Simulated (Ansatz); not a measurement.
**Mo2NCl2 MXene bilayer (AA) in a perpendicular field**

Wanted: the out-of-plane response of the Mo2NCl2 MXene bilayer (AA). A positive field points along +c.

Calculated with Ansatz 0.2.0; plane-wave DFT, PBE-D3(BJ), Ansatz PAW.

### Step 1. The starting structure

The cell holds 10 atoms: 4 Cl, 4 Mo and 2 N. Its edges and angles: a = 2.953 Å, b = 2.953 Å, c = 60.151 Å, α = 90.0°, β = 90.0°, γ = 120.0°. Regions: layer 1: Mo2NCl2 MXene, 5 atoms (2 Cl, 2 Mo and 1 N); layer 2: Mo2NCl2 MXene, 5 atoms (2 Cl, 2 Mo and 1 N). Vacuum lies along c.

### Step 2. Relaxing the slab

The starting cell is a guess, so the in-plane lattice and the atoms are relaxed first, with the slab cut off from its images along the normal.

Contents of input.yaml:

```yaml
crystal:
  lattice:
    - [2.953236, 0.0, 0.0]
    - [-1.476618, 2.5575773994, 0.0]
    - [0.0, 0.0, 60.1512247207]
  atoms:
    - { symbol: Cl, position: [0.3333333333, 0.6666666667, 0.3790446513] }
    - { symbol: Mo, position: [0.6666666667, 0.3333333333, 0.4072658213], spin: 1.0 }
    - { symbol: "N", position: [0.0, 0.0, 0.4266381325] }
    - { symbol: Mo, position: [0.3333333333, 0.6666666667, 0.4460104437], spin: 1.0 }
    - { symbol: Cl, position: [0.6666666667, 0.3333333333, 0.4742316136] }
    - { symbol: Cl, position: [0.3333333333, 0.6666666667, 0.5257683864] }
    - { symbol: Mo, position: [0.6666666667, 0.3333333333, 0.5539895563], spin: 1.0 }
    - { symbol: "N", position: [0.0, 0.0, 0.5733618675] }
    - { symbol: Mo, position: [0.3333333333, 0.6666666667, 0.5927341787], spin: 1.0 }
    - { symbol: Cl, position: [0.6666666667, 0.3333333333, 0.6209553487] }
  periodic: [true, true, false]
magnetization:
  spin_polarized: true
kpoints:
  mp_grid: { grid: [12, 12, 1] }
hamiltonian:
  xc: pbe
  dispersion: d3bj
scf:
  occupations: { method: fermi_dirac, width: 0.05 }
  convergence: { dr2_threshold: 1.0e-09 }
relax:
  f_tol: 0.004
  max_steps: 90
  cell: {}
output:
  write_potential: true
  write_density: true
  volumetric_format: npy
```

Launch:

```bash
$ ansatz run input.yaml --threads 4 --pin off --max-ram 6144MiB --backend cpu --events-out ev --progress --plain --runs-dir out
```

Numbers of over 12 decimals in the logs are rounded to 6 here.

The log of the run:

```text
Warning: relax.cell: scf.convergence.dr2_threshold = 1e-9 eV is looser than the 1.65902785174e-10 eV advised for a relaxation that steers and ends on the stress (1e-10 eV for each atom of the cell: 10, times the square of relax.cell.stress_2d_tol = 0.05 N/m over 24.6 Å (the atoms' height at the walk's start and 5 Å past either face), 2.037e-2 GPa, over a crystal's default 0.05). What an SCF threshold leaves in a stress goes as its square root, and in the free energy as the threshold itself, and one threshold admits the most on a small cell: [figures from the program's tests cut] Set scf.convergence.dr2_threshold to 1.65902785174e-10 eV or tighter. [rest of the remark cut]
Engine: ansatz 0.2.0, x86_64-unknown-linux-gnu
Pseudopotentials: kind: paw
Pseudopotential: Cl, paw, valence charge 7, recommended cutoff 420 eV (normal), Cl.paw.azcp
Pseudopotential: Mo, paw, valence charge 14, recommended cutoff 420 eV (normal), Mo.paw.azcp
Pseudopotential: N, paw, valence charge 5, recommended cutoff 420 eV (normal), N.paw.azcp
Functional definition: PBE
  parameter kappa = 0.804
  parameter beta = 0.066725
  exchange = pbe_x(kappa = kappa, mu = beta*pi^2/3)
  correlation = pbe_c(beta = beta)
Crystal: 10 atoms, lattice volume = 454.330 Å³
Basis set: ecut = 420 eV, 8685 PW (Γ), exchange–correlation on 40×40×810 points (8 copies of the dense FFT grid, shifted against one another)
Bands: 59, of which v1, the nominal top of the filled ones, is band 47 counted from 1 (46 counted from 0)
Symmetry: 12 space group operations
Space group: P-3m1 (ITA 164), of the structure as read, at distance tolerance 7.7e-5 Å
Magnetic group: BNS 164.85 (UNI 1315), of the structure as read, at distance tolerance 7.7e-5 Å
k-points: 19 of 144
Non-local potential: Cl, projectors of the file, l = 0: 2, l = 1: 2, l = 2: 2
Non-local potential: Mo, projectors of the file, l = 0: 3, l = 1: 2, l = 2: 2, l = 3: 1
Non-local potential: N, projectors of the file, l = 0: 2, l = 1: 2, l = 2: 1
PAW form: soft (Blöchl's): semilocal exchange-correlation on the pseudo side does not see the compensation charge
PAW one-centre angular grid: Cl, 110 points (default); XC on 64 Gauss nodes
PAW one-centre angular grid: Mo, 590 points (default); XC on 64 Gauss nodes
PAW one-centre angular grid: N, 110 points (default); XC on 64 Gauss nodes
Initial density: superposition of atomic densities (neutral atoms: chi_scale 0, normalization atom)
Starting moments: Σ|m| = 4 μB on 4 of 10 sites
Initial wavefunctions: pseudopotential atomic-orbital guess
Functional: x = pbe(κ = 0.804, μ = 0.219515), c = pbe(β = 0.066725)
SCF iter   1: F=—  HF=-24923.940490 eV  |F-HF|=—  |Δ(HF+E_count)|=         —  Δρ=3.99e-2 (↑3.99e-2 ↓3.50e-2)  dr2=3.63e1  dr2_m=1.85e-1  M=2.177 μB ∫|m|=2.205 μB  β_m=0.30  ethr=3.10e-3  ⟨swp⟩=15.1  Hψ=16591  notcnv=0  defer=12
Mixer restart at iter 1: flushing history
preconditioner: auto → LDOS  [metal: Δε(μ)=0.014 eV  Ē_g=10.457 eV  σ=0.050 eV  W_gap=0.07  n_scr=40 (ndim 8)  ℏωp=13.7 eV  f_vac=0.701  D(μ)=6.70/eV (n_scr^D=30)]
spin=Collinear: LDOS preconditioning applied to the charge; magnetization (m = ρ↑ − ρ↓) channel mixes plain (no charge-response kernel on spin).
SCF iter   2: F=—  HF=-24918.409990 eV  |F-HF|=—  |Δ(HF+E_count)|=    5.53e0  Δρ=2.78e-2 (↑2.78e-2 ↓2.44e-2)  dr2=1.80e1  dr2_m=1.08e-1  M=2.037 μB ∫|m|=2.056 μB  β_m=0.61  ethr=3.10e-3  ⟨swp⟩=3.3  Hψ=4871  notcnv=0  defer=106
SCF iter   3: F=—  HF=-24914.223215 eV  |F-HF|=—  |Δ(HF+E_count)|=    4.19e0  Δρ=4.42e-3 (↑3.83e-3 ↓4.42e-3)  dr2=2.26e-1  dr2_m=2.23e-2  M=1.349 μB ∫|m|=1.365 μB  β_m=0.61  ethr=3.10e-3  ⟨swp⟩=5.0  Hψ=6359  notcnv=0  defer=108
SCF iter   4: F=—  HF=-24914.365877 eV  |F-HF|=—  |Δ(HF+E_count)|=         —  Δρ=5.24e-3 (↑4.49e-3 ↓5.24e-3)  dr2=4.81e-2  dr2_m=9.17e-2  M=0.428 μB ∫|m|=0.462 μB  β_m=0.61  ethr=2.40e-4  ⟨swp⟩=5.2  Hψ=6061  notcnv=0  defer=67
SCF iter   5: F=—  HF=-24914.357927 eV  |F-HF|=—  |Δ(HF+E_count)|=   7.95e-3  Δρ=2.68e-3 (↑2.47e-3 ↓2.68e-3)  dr2=5.90e-3  dr2_m=2.69e-2  M=0.257 μB ∫|m|=0.279 μB  β_m=0.80  ethr=5.11e-5  ⟨swp⟩=3.4  Hψ=5091  notcnv=0  defer=67
SCF iter   6: F=—  HF=-24914.357393 eV  |F-HF|=—  |Δ(HF+E_count)|=   5.34e-4  Δρ=4.77e-4 (↑3.91e-4 ↓4.77e-4)  dr2=8.27e-4  dr2_m=5.86e-4  M=0.049 μB ∫|m|=0.056 μB  β_m=0.78  ethr=6.27e-6  ⟨swp⟩=3.8  Hψ=5930  notcnv=0  defer=68
SCF iter   7: F=—  HF=-24914.357288 eV  |F-HF|=—  |Δ(HF+E_count)|=   1.05e-4  Δρ=1.42e-4 (↑1.42e-4 ↓1.24e-4)  dr2=1.26e-4  dr2_m=5.79e-5  M=0.017 μB ∫|m|=0.021 μB  β_m=0.79  ethr=8.80e-7  ⟨swp⟩=3.2  Hψ=5296  notcnv=0  defer=67
SCF iter   8: F=—  HF=-24914.357324 eV  |F-HF|=—  |Δ(HF+E_count)|=   3.60e-5  Δρ=5.07e-5 (↑5.07e-5 ↓3.83e-5)  dr2=2.63e-5  dr2_m=4.32e-6  M=0.005 μB ∫|m|=0.006 μB  β_m=0.72  ethr=1.35e-7  ⟨swp⟩=3.4  Hψ=5440  notcnv=0  defer=67
SCF iter   9: F=—  HF=-24914.357335 eV  |F-HF|=—  |Δ(HF+E_count)|=   1.06e-5  Δρ=1.37e-5 (↑1.33e-5 ↓1.37e-5)  dr2=3.94e-7  dr2_m=6.60e-7  M=0.001 μB ∫|m|=0.002 μB  β_m=0.84  ethr=2.80e-8  ⟨swp⟩=3.4  Hψ=5192  notcnv=0  defer=67
SCF iter  10: F=—  HF=-24914.357336 eV  |F-HF|=—  |Δ(HF+E_count)|=   1.27e-6  Δρ=3.67e-6 (↑3.67e-6 ↓3.08e-6)  dr2=2.85e-8  dr2_m=4.24e-8  M=0.000 μB ∫|m|=0.000 μB  β_m=0.91  ethr=4.19e-10  ⟨swp⟩=4.1  Hψ=6488  notcnv=0  defer=67
SCF iter  11: F=—  HF=-24914.357336 eV  |F-HF|=—  |Δ(HF+E_count)|=   1.13e-7  Δρ=8.02e-7 (↑6.85e-7 ↓8.02e-7)  dr2=2.44e-9  dr2_m=1.88e-9  M=0.000 μB ∫|m|=0.000 μB  β_m=0.96  ethr=3.04e-11  ⟨swp⟩=3.6  Hψ=5830  notcnv=0  defer=67
SCF iter  12: F=—  HF=-24914.357336 eV  |F-HF|=—  |Δ(HF+E_count)|=   1.31e-8  Δρ=2.70e-7 (↑2.52e-7 ↓2.70e-7)  dr2=1.57e-9  dr2_m=6.46e-11  M=0.000 μB ∫|m|=0.000 μB  β_m=0.82  ethr=2.59e-12  ⟨swp⟩=4.5  Hψ=6784  notcnv=0  defer=67
SCF iter  13: F=-24914.357336 eV  HF=-24914.357336 eV  |F-HF|=2.91e-10  |Δ(HF+E_count)|=   1.43e-9  Δρ=8.32e-8 (↑8.23e-8 ↓8.32e-8)  dr2=5.98e-11  dr2_m=2.13e-11  M=-0.000 μB ∫|m|=0.000 μB  ethr=1.06e-12  ⟨swp⟩=9.2  Hψ=19717  notcnv=0
WARN: the starting moments were not kept: the SCF closed with an absolute magnetisation of 8.0e-6 μB, where they sum to 4 μB in size (4 sites). That is at most 0.1 of that sum. Measured as dr2_m measures the in/out step, that magnetisation stands 5.2e-12 eV from none, at or under the dr2_threshold of 1.0e-9 eV: it is no larger than a step whose dr2_m would equal this threshold. The system may hold no moment; this SCF [...]
SCF 1 converged in 13 iterations: F = -24914.357336 eV  dr2 = 5.98e-11
[...]
relax step   8: F+E_penalty+E_count = -24916.25530552 eV  Δ(F+E_penalty+E_count) = -1.160e-4 eV  max|allowed force component| = 8.710e-3 eV/Å  Δτ_max = 0.0110 Å  P = -0.030 N/m  Ω = 456.573 Å³  energy of the carried Pulay correction = -6.320e-4 eV  fix = [c, alpha, beta]  reactions: c -0.000 N/m  (9 SCF iters, accepted)
[...]
relax step   9: F+E_penalty+E_count = -24916.25531470 eV  Δ(F+E_penalty+E_count) = -9.176e-6 eV  max|allowed force component| = 3.543e-3 eV/Å  Δτ_max = 0.0038 Å  P = -0.013 N/m  Ω = 456.604 Å³  energy of the carried Pulay correction = -6.408e-4 eV  fix = [c, alpha, beta]  reactions: c -0.000 N/m  (7 SCF iters, accepted)
Initial wavefunctions: pseudopotential atomic-orbital guess (no wavefunctions were taken with the density)
iter 1 solved again at ethr=1.22e-7 eV; its pass at ethr=3.10e-3 eV (dr2=1.15e-4 eV) is discarded
SCF iter   1: F=—  HF=-24916.255064 eV  |F-HF|=—  |Δ(HF+E_count)|=         —  Δρ=1.97e-5 (↑1.97e-5 ↓1.97e-5)  dr2=2.14e-7  dr2_m=9.27e-12  M=-0.000 μB ∫|m|=0.000 μB  β_m=0.65  ethr=1.22e-7  ⟨swp⟩=7.2  Hψ=28319  notcnv=0
preconditioner: auto → LDOS  [metal: Δε(μ)=0.048 eV  Ē_g=8.735 eV  σ=0.050 eV  W_gap=0.24  n_scr=34 (ndim 8)  ℏωp=13.7 eV  f_vac=0.681  D(μ)=7.55/eV (n_scr^D=32)]
spin=Collinear: LDOS preconditioning applied to the charge; magnetization (m = ρ↑ − ρ↓) channel mixes plain (no charge-response kernel on spin).
SCF iter   2: F=—  HF=-24916.255866 eV  |F-HF|=—  |Δ(HF+E_count)|=   8.02e-4  Δρ=6.88e-6 (↑6.87e-6 ↓6.88e-6)  dr2=2.67e-8  dr2_m=2.94e-12  M=-0.000 μB ∫|m|=0.000 μB  β_m=0.61  ethr=2.27e-10  ⟨swp⟩=4.9  Hψ=7258  notcnv=0
SCF iter   3: F=—  HF=-24916.255966 eV  |F-HF|=—  |Δ(HF+E_count)|=   1.00e-4  Δρ=1.17e-6 (↑1.17e-6 ↓1.17e-6)  dr2=1.39e-9  dr2_m=5.82e-13  M=-0.000 μB ∫|m|=0.000 μB  β_m=0.70  ethr=2.84e-11  ⟨swp⟩=4.3  Hψ=5411  notcnv=0
SCF iter   4: F=-24916.255975 eV  HF=-24916.255975 eV  |F-HF|=2.09e-8  |Δ(HF+E_count)|=   9.52e-6  Δρ=6.53e-8 (↑6.45e-8 ↓6.53e-8)  dr2=6.36e-11  dr2_m=8.35e-14  M=-0.000 μB ∫|m|=0.000 μB  ethr=1.06e-12  ⟨swp⟩=14.9  Hψ=21658  notcnv=0
the starting moments were not kept: the SCF closed with an absolute magnetisation of 1.5e-6 μB, where they sum to 4 μB in size (4 sites). That is at most 0.1 of that sum. Measured as dr2_m measures the in/out step, that magnetisation stands 1.8e-13 eV from none, at or under the dr2_threshold of 1.0e-9 eV: it is no larger than a step whose dr2_m would equal this threshold.
SCF 10 converged in 4 iterations: F = -24916.255975 eV  dr2 = 6.36e-11
relax step  10: F+E_penalty+E_count = -24916.25597525 eV  Δ(F+E_penalty+E_count) = -6.606e-4 eV  max|allowed force component| = 3.536e-3 eV/Å  Δτ_max = 0.0000 Å  P = -0.006 N/m  Ω = 456.604 Å³  fix = [c, alpha, beta]  reactions: c -0.000 N/m  stress off target by 5.88e-3 N/m on what of the cell is left free  SCF on the basis re-selected at this cell (its energy is not comparable with the rows above)  (4 SCF iters)
basis re-selected at this cell: Δ(F+E_penalty+E_count) = -6.606e-4 eV, ΔP = +0.007 N/m vs the last step (what re-selecting the basis moved, of the pressure what is left beyond the Pulay correction that the steps carried, after the strain that the cell walked since its last selection, with what the two solves' SCF thresholds leave and, on support functions, any second-order correction that the steps lacked; it is no m [...]
WARN: The output density's exchange-correlation potential varies sharply where the density is thin. Do not read a vacuum level from v_tot or v_xc, or from such a field of the output density. On a cell that repeats whose density bears no net charge and no dipole along the vacuum's axis use v_es (v_loc + v_h of the components); under efield.dipole_correction with no amplitude use v_es + v_field, which holds any externa [...]
SCF converged after 4 iterations
Magnetization: -0.0000 μB (47.0000 up, 47.0000 down)
Absolute magnetization: 0.0000 μB (∫|ρ↑−ρ↓|, with the PAW one-centre terms)
Spin contamination: 0.0000 ħ² per cell (⟨S²⟩ above its minimum at these occupations)
Per-site moments (μB) at R_I (Å): [(8.838818766155534e-9, 1.030892), (-1.4285822705056712e-7, 0.902839), (1.9670351889609736e-9, 0.902839), (-3.057605604168479e-7, 0.902935), (-3.774556346892319e-8, 1.029705), (-3.774556343544331e-8, 1.029705), (-3.057605603867607e-7, 0.902935), (1.967035180834771e-9, 0.902839), (-1.4285822707728312e-7, 0.902839), (8.838818757484003e-9, 1.030892)]
Free energy (F): -24916.255975 eV
Harris-Foulkes:  -24916.255975 eV  (|F-HF|=2.09e-8)
Internal energy: -24916.194811 eV  (E = F + TS)
E sigma→0 (E₀):  -24916.225393 eV
Entropy (-TS):   -0.061164 eV (-6.116 meV/atom)
Fermi energy:    -4.256635 eV
--- Per-component energies (eV) ---
  E_band       = -2188.628717
  E_kinetic    = 2683.296710
  E_local      = -963302.096801  (includes V_loc(G=0)·N_el)
  E_nonlocal   = 778.940900
  E_hartree    = 479906.124019
  E_xc         = -1285.047886
  E_vxc        = -1560.821899  (∫ρ·V_xc dr)
  E_paw        = -15696.250052  (= ΣΔE_a)
  E_vpaw       = -600.197804  (= ΣTr[D̂ρ^β])
  E_aug_tail   = 0.000704  (compensation charges beyond the density's cutoff)
  E_ewald      = 472002.612857
  E_disp       = -3.775263  (pairwise vdW)
  E_smearing   = -0.061164  (= −TS)
  E_closure    = -0.000000  (closes the sum)
  Σ components = -24916.255975   (vs F -24916.255975, Δ=0.00e0)
--- Forces (eV/Å), atoms counted from 1 ---
  atom   1  Cl     0.00000000     0.00000000     0.00290243
  atom   2  Mo    -0.00000000     0.00000000    -0.00308135
  atom   3  N     -0.00000000     0.00000000    -0.00086335
  atom   4  Mo     0.00000000    -0.00000000     0.00353610
  atom   5  Cl    -0.00000000     0.00000000    -0.00244882
  atom   6  Cl     0.00000000     0.00000000     0.00244882
  atom   7  Mo    -0.00000000     0.00000000    -0.00353610
  atom   8  N      0.00000000     0.00000000     0.00086335
  atom   9  Mo     0.00000000    -0.00000000     0.00308135
  atom  10  Cl    -0.00000000     0.00000000    -0.00290243
  max |Σ_I F_I| component: 4.55e-18 eV/Å
--- 2D stress c σ (N/m, compression-positive) ---
       -0.005882       0.000000      -0.000000
        0.000000      -0.005882      -0.000000
       -0.000000      -0.000000      -0.000000
  P = ½ c Tr σ = -0.0059 N/m
--- Band table (eV; the first three rows and the last of 38) ---
  k-point 0 ↑: bands = [... 43 lower, -5.5188, -5.5111, -5.5111, -4.7841, -4.7637, -4.4801, -4.4801, -4.4790, ... 8 higher]
  k-point 1 ↑: bands = [... 43 lower, -5.6823, -5.3599, -5.3493, -4.7321, -4.6983, -4.5100, -4.5020, -4.3199, ... 8 higher]
  k-point 2 ↑: bands = [... 43 lower, -5.9917, -4.9943, -4.9856, -4.7762, -4.7634, -4.6758, -4.5668, -3.9984, ... 8 higher]
  k-point 18 ↓: bands = [... 43 lower, -4.5934, -4.5639, -4.5639, -4.5532, -4.5532, -3.3341, -3.3341, -3.3193, ... 8 higher]
  the weakly bound empty levels are not read free of the cell's end (no_gap_told)
--- Relaxed structure (9 steps of the walk, 9 accepted, 1 SCFs on fresh bases) ---
  F+E_penalty+E_count = -24916.25597525 eV   max|allowed force component| = 3.536e-3 eV/Å   (the final SCF, on the basis selected at the relaxed cell)
  cell:  # Å, volume = 456.6041 Å³
    - [2.960618, 0.0, 0]
    - [-1.480309, 2.563970, 0]
    - [0, 0, 60.1512247207]
  atoms:
    - { symbol: Cl, position: [0.333333, 0.666667, 0.368297] }
    - { symbol: Mo, position: [0.666667, 0.333333, 0.398606] }
    - { symbol: N, position: [0, 0, 0.421332] }
    - { symbol: Mo, position: [0.333333, 0.666667, 0.444064] }
    - { symbol: Cl, position: [0.666667, 0.333333, 0.474308] }
    - { symbol: Cl, position: [0.333333, 0.666667, 0.525692] }
    - { symbol: Mo, position: [0.666667, 0.333333, 0.555936] }
    - { symbol: N, position: [0, 0, 0.578668] }
    - { symbol: Mo, position: [0.333333, 0.666667, 0.601394] }
    - { symbol: Cl, position: [0.666667, 0.333333, 0.631703] }
```

Wall time 2.5 min (4 threads of Intel Xeon Platinum 8488C (Sapphire Rapids), shared host); peak memory 1.5 GiB.

Step by step:

| step | energy less that of the first step (eV) | largest force component (eV/Å) | volume (Å³) |
| --- | --- | --- | --- |
| 1 | 0.0000 | 2.0529 | 454.33 |
| 2 | -1.6866 | 0.4647 | 471.35 |
| 3 | -1.8368 | 0.2701 | 462.24 |
| 4 | -1.8887 | 0.1187 | 460.80 |
| 5 | -1.8963 | 0.0616 | 454.74 |
| 6 | -1.8968 | 0.0548 | 456.80 |
| 7 | -1.8979 | 0.0052 | 456.53 |
| 8 | -1.8980 | 0.0087 | 456.57 |
| 9 | -1.8980 | 0.0035 | 456.60 |
| 10* | -1.8986 | 0.0035 | 456.60 |

Relaxation steps marked * repeat the geometry before them on a plane-wave basis chosen anew for their cell, so energy and pressure can jump there.

The run keeps the 12 symmetry operations that it works with, so distortions that break them were not tested.

| cell as run | before | after | change |
| --- | --- | --- | --- |
| a (Å) | 2.953 | 2.961 | +0.2 % |
| b (Å) | 2.953 | 2.961 | +0.2 % |

The atoms that moved most (Å, along periodic axes as changes of fractional coordinates times the final cell, across vacuum about the mean position):

| atom | dx | dy | dz | length |
| --- | --- | --- | --- | --- |
| Cl1 | 0.000 | 0.000 | -0.647 | 0.647 |
| Cl10 | 0.000 | 0.000 | 0.647 | 0.647 |
| Mo9 | 0.000 | 0.000 | 0.521 | 0.521 |
| Mo2 | 0.000 | 0.000 | -0.521 | 0.521 |
| N8 | 0.000 | 0.000 | 0.319 | 0.319 |
| N3 | 0.000 | 0.000 | -0.319 | 0.319 |
| Mo4 | 0.000 | 0.000 | -0.117 | 0.117 |
| Mo7 | 0.000 | 0.000 | 0.117 | 0.117 |

Numbers from this step:

```yaml
energy_at_zero_smearing: -24916.2254 eV
```

The lattice constant a goes from 2.953 to 2.961 Å.

(Continued in part 2 of 3.)

[Logs are printed without paths, hosts, clocks, repeated set-up lines and the standing remarks that a program may print on its own settings, such as how far it seeks lower states.]

[Hosts, paths, dates, database ids (printed as entryN), source tags and the programs' standing remarks are cut or masked in the printed files.]

[Maps of the electrostatic potential energy from Ansatz leave out the sawtooth potential of an applied field or a dipole correction, so their vacuum need not be flat; planar profiles and work functions include it.]
